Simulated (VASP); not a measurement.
A run of VASP 6.6.1 is set up as follows.

Contents of INCAR:

```
PREC = Accurate ; ENCUT = 520
EDIFF = 1E-6 ; ISMEAR = 0
SIGMA = 0.03 ; LREAL = F
LASPH = T ; NELM = 80
ALGO = Normal ; ISIF = 2
LWAVE = F ; LCHARG = F
GGA = PS ; NBANDS = 17
ICORELEVEL = 1
```

The input KPOINTS:

```
Automatic mesh
0
Gamma
  10 10 10
```

Contents of POSCAR:

```
PbSe                                    
1.0
    0.0000000000      3.0522591322      3.0522591322
    3.0522591322      0.0000000000      3.0522591322
    3.0522591322      3.0522591322      0.0000000000
  Pb              Se            
     1     1
Direct
     0.0000000000000000    0.0000000000000000    0.0000000000000000
     0.5000000000000000    0.5000000000000000    0.5000000000000000
```

Contents of KPOINTS_OPT:

```
explicit points
159
Reciprocal
 0.0000000000  0.0000000000  0.0000000000 1
 0.0357142857  0.0000000000  0.0357142857 1
 0.0714285714  0.0000000000  0.0714285714 1
 0.1071428571  0.0000000000  0.1071428571 1
 0.1428571429  0.0000000000  0.1428571429 1
 0.1785714286  0.0000000000  0.1785714286 1
[... 151 lines left out ...]
 0.4250000000  0.0000000000  0.4250000000 1
 0.4500000000  0.0000000000  0.4500000000 1
```

Potentials or basis: VASP PAW PBE potentials, release 64 (Pb_d, Se).

Launch:

```sh
$ cat potpaw_PBE.64/Pb_d/POTCAR potpaw_PBE.64/Se/POTCAR > POTCAR
$ mpirun -np 1 vasp_std > vasp.out
```

What does it give for the band gap along the path?

0.17 eV, direct.

Predict the band gap on the k mesh.

0.17 eV, direct.

Levels at the corners of the path, in eV from the valence-band top:
```tsv
point	band 7	band 8	band 9	band 10	band 11	band 12	band 13	band 14
Γ	-6.33	-1.91	-1.91	-1.91	4.69	4.69	4.69	6.42
X	-7.43	-5.10	-3.31	-3.31	3.54	5.61	5.61	6.04
X	-7.43	-5.10	-3.31	-3.31	3.54	5.61	5.61	6.04
W	-8.08	-4.33	-4.33	-0.80	1.82	4.89	4.89	7.67
W	-8.08	-4.33	-4.33	-0.80	1.82	4.89	4.89	7.67
K	-8.11	-4.68	-2.79	-2.46	3.34	3.99	5.41	5.72
K	-8.11	-4.68	-2.79	-2.46	3.34	3.99	5.41	5.72
Γ	-6.33	-1.91	-1.91	-1.91	4.69	4.69	4.69	6.42
Γ	-6.33	-1.91	-1.91	-1.91	4.69	4.69	4.69	6.42
L	-8.89	-1.50	-1.50	0.00	0.17	1.63	1.63	8.42
L	-8.89	-1.50	-1.50	0.00	0.17	1.63	1.63	8.42
U	-8.11	-4.68	-2.79	-2.46	3.34	3.99	5.41	5.72
U	-8.11	-4.68	-2.79	-2.46	3.34	3.99	5.41	5.72
W	-8.08	-4.33	-4.33	-0.80	1.82	4.89	4.89	7.67
W	-8.08	-4.33	-4.33	-0.80	1.82	4.89	4.89	7.67
L	-8.89	-1.50	-1.50	0.00	0.17	1.63	1.63	8.42
L	-8.89	-1.50	-1.50	0.00	0.17	1.63	1.63	8.42
K	-8.11	-4.68	-2.79	-2.46	3.34	3.99	5.41	5.72
U	-8.11	-4.68	-2.79	-2.46	3.34	3.99	5.41	5.72
X	-7.43	-5.10	-3.31	-3.31	3.54	5.61	5.61	6.04
```

Caveat: spin-orbit coupling is left out, which as a rule narrows the gap of such compounds by several tenths of an eV.

**What was measured.**

From a printed reference work, monograph, for a bulk crystal of PbSe at 300 K: band gap 0.28 eV (direct).

Measured gap of PbSe: 0.28 eV (direct; 300 K; a printed reference work, monograph). This calculation gives 0.17 eV (-0.11 eV). 2 values of this kind are on record (0.15 to 0.28 eV); this one was drawn at random. Spin-orbit coupling on Pb, Se is left out. The value is that of PBEsol, without temperature or zero-point motion. Semilocal functionals fall short of measured gaps as a rule.
